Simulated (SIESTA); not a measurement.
## MnO under changes of volume

One of the cells (13.521 Å³/atom); the others are scaled copies at fixed shape and fractional positions:

```xyz
4
Lattice="3.3940 0.0000 0.0000 -1.6970 2.9393 0.0000 0.0000 0.0000 5.4212" Properties=species:S:1:pos:R:3 pbc="T T T"
Mn    1.6970    0.9798    2.7700
Mn    0.0000    1.9595    0.0594
O     1.6970    0.9798    4.7461
O     0.0000    1.9595    2.0355
```

Measurements of this composition are mostly on another form, of space group No. 225.

```yaml
Program: SIESTA 5.4.2
Functional: PBEsol
Potentials_or_basis: PseudoDojo 0.4 standard (PBEsol files)
Basis: DZP (energy shift 0.003 Ry; two zetas on semicore shells)
Grid_cutoff: 800 Ry
Energy_shift: 0.003 Ry
k_mesh: 9 × 9 × 5
Occupations: fermi-dirac, width 0.05 eV
Spin: collinear spin, ferromagnetic start
Starting_moments: "[4.0, 4.0, 0.0, 0.0] μB"
```

```tsv
volume (Å³/atom)	energy over the lowest point (meV/atom)	pressure (GPa)	moment (μB per cell)	largest force (eV/Å)
12.460	34.86	11.1	9.90	0.862
12.725	18.72	7.9	9.96	0.805
12.990	?	?	?	?
13.521	0.00	-0.3	10.00	0.641
13.786	2.39	-2.6	10.00	0.593
14.051	8.47	-4.8	10.00	0.551
```

Problem. What does the run at 12.990 Å³/atom give?

Solution. Energy over the lowest point 7.68 meV/atom; pressure 5.1 GPa; moment 9.98 μB per cell; largest force 0.753 eV/Å.

Worked out: A Birch-Murnaghan fit of order 3 (a polynomial in V^(-2/3)) to the other rows has its minimum at 13.49 Å³/atom with B0 = V·E''(V) = 126 GPa and B' = 3.3 at fixed shape and positions, which overstates the stiffness. It gives 7.81 meV/atom at 12.990 Å³/atom, against the run's 7.68, and -dE/dV = 5.1 GPa, against 5.1. A parabola through the other rows of the moment, of slope 0.0913 μB per Å³/atom there, gives 9.98 μB, against the run's 9.98.

Energies are extrapolated to zero smearing.

Caveats: short orbitals over semicore shells can move pressures by several GPa; the basis of atomic orbitals isn't converged, which shifts pressures, moduli and gaps; only a ferromagnetic start was run, and an antiferromagnetic order may lie lower in energy.
